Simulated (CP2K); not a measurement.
Li under changes of volume

One of the cells (21.609 Å³/atom); the others are scaled copies at fixed shape and fractional positions:

```
Li
1.0
     3.03914    0.00000    0.00000
    -1.01305    2.86533    0.00000
    -1.01305   -1.43267    2.48145
Li
1
Direct
  0.00000 0.00000 0.00000
```

- Program: CP2K 2026.2
- Functional: LDA
- Potentials or basis: GTH_POTENTIALS Li GTH-PADE-q3; TZVP-MOLOPT-PBE-GTH basis
- Density cutoff: 6123 eV
- k mesh: 11 × 11 × 11
- Occupations: fermi-dirac, width 0.01 eV
- Spin: no spin polarisation

```tsv
volume (Å³/atom)	energy over the lowest point (meV/atom)	pressure (GPa)
20.312	0.00	-0.9
20.744	2.65	-1.1
21.177	5.93	-1.3
21.609	9.81	-1.5
22.041	14.22	-1.7
22.473	?	?
22.905	24.43	-2.0
```

**Question.** What does the run at 22.473 Å³/atom give?

**Answer.** Energy over the lowest point 19.11 meV/atom; pressure -1.9 GPa.

Worked out: A Birch-Murnaghan fit of order 3 (a polynomial in V^(-2/3)) to the other rows has no minimum within the range. It gives 19.10 meV/atom at 22.473 Å³/atom, against the run's 19.11, and -dE/dV = -1.9 GPa, against -1.9.

Energies are extrapolated to zero smearing.

Caveats: the basis of atomic orbitals isn't converged, which shifts pressures, moduli and gaps.
